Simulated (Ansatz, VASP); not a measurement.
Two plane-wave programs on GaAs

```xyz
2
Lattice="0.0000 2.8268 2.8268 2.8268 0.0000 2.8268 2.8268 2.8268 0.0000" Properties=species:S:1:pos:R:3 pbc="T T T"
As    4.2403    4.2403    4.2403
Ga    0.0000    0.0000    0.0000
```

Alike in both runs: task band structure; functional PBE0; k mesh 4 × 4 × 4; occupations fermi-dirac, width 0.05 eV; no spin polarisation.

|  | VASP | Ansatz |
| --- | --- | --- |
| version | VASP 6.6.1 | Ansatz 0.2.0 |
| potentials or method | VASP PAW PBE potentials, release 64 (As, Ga_d) | Ansatz PAW |
| plane-wave cutoff (eV) | 520 | 420 |
| valence electrons in the cell | 18 | 28 |

```tsv
	VASP	Ansatz	Ansatz less VASP
gap on the k mesh at the Fermi level (eV)	2.15	2.13	-0.019
least direct gap on the mesh (eV)	2.15	2.13	-0.019
gap along the band path (eV)	2.15	2.13	-0.019
pressure (GPa)	1.0	1.2	+0.23
```

With one functional, cell and mesh, what is left measures potentials, basis and numerics. The two sets of potentials don't hold the same shells in valence.

Caveats: the k mesh is coarse (spacing up to 0.48 Å⁻¹), so the values aren't converged, least of all with exact exchange; the PAW data sets were made with another functional, which shifts forces and pressure a little (VASP); the PAW data sets come from PBE, with cores solved anew for the run's functional, which leaves a small shift of forces and pressure (Ansatz); the thresholds are loose for stress (Ansatz).
